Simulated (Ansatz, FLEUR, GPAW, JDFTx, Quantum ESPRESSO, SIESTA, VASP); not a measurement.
**C: 11 runs at one level of theory**

```
C
1.0
     0.00000    1.78337    1.78337
     1.78337    0.00000    1.78337
     1.78337    1.78337    0.00000
C
2
Cartesian
  2.6751 2.6751 2.6751
  1.7834 1.7834 1.7834
```

Alike in all runs: task band structure; functional PBE; k mesh 13 × 13 × 13; occupations fermi-dirac, width 0.05 eV; no spin polarisation; no spin-orbit coupling. Pressure is positive in compression and, in plane waves, holds the error of the finite cutoff, which Ansatz's Pulay term estimates and takes out. Gaps are the smaller of the mesh's and the band path's.

```tsv
program and potentials	plane-wave cutoff (eV)	notes	band gap (eV)	pressure (GPa)
Quantum ESPRESSO, SG15 PBE 1.2	1197	-	4.18	0.44
SIESTA, files PseudoDojo sr-pbe-0.4.1-standard, TZP (energy shift 0.003 Ry)	-	atomic basis	4.26	6.10
Ansatz, SPMS NC	1034	Pulay term of +0.81 GPa included	4.18	2.27
VASP, PBE PAW files C, 520 eV	520	-	4.13	2.46
SIESTA, files PseudoDojo sr-pbe-0.4-stringent, DZP (energy shift 0.002 Ry)	-	atomic basis	4.28	10.19
Ansatz, Ansatz PAW (files of its older set among them)	800	Pulay term of +0.24 GPa included	4.14	1.78
FLEUR, all-electron, FLAPW	-	-	4.14	-
Ansatz, PseudoDojo stringent (PBE files)	1116	-	?	?
Quantum ESPRESSO, PseudoDojo 0.4.1 SR PBE standard	1116	-	4.19	1.85
GPAW, GPAW PAW data sets (gpaw-data 1.2.1)	800	-	4.13	1.42
JDFTx, PseudoDojo-SR-PBE-0.5-standard	1116	-	4.18	-
```

Question: Estimate from the other rows what the run with Ansatz, PseudoDojo stringent (PBE files) gave.

Answer: Band gap 4.18 eV; pressure 2.15 GPa. Its pressure holds a Pulay term of +0.20 GPa. The other rows, which needn't bracket it: band gap 4.13 to 4.28; pressure 0.44 to 10.19.
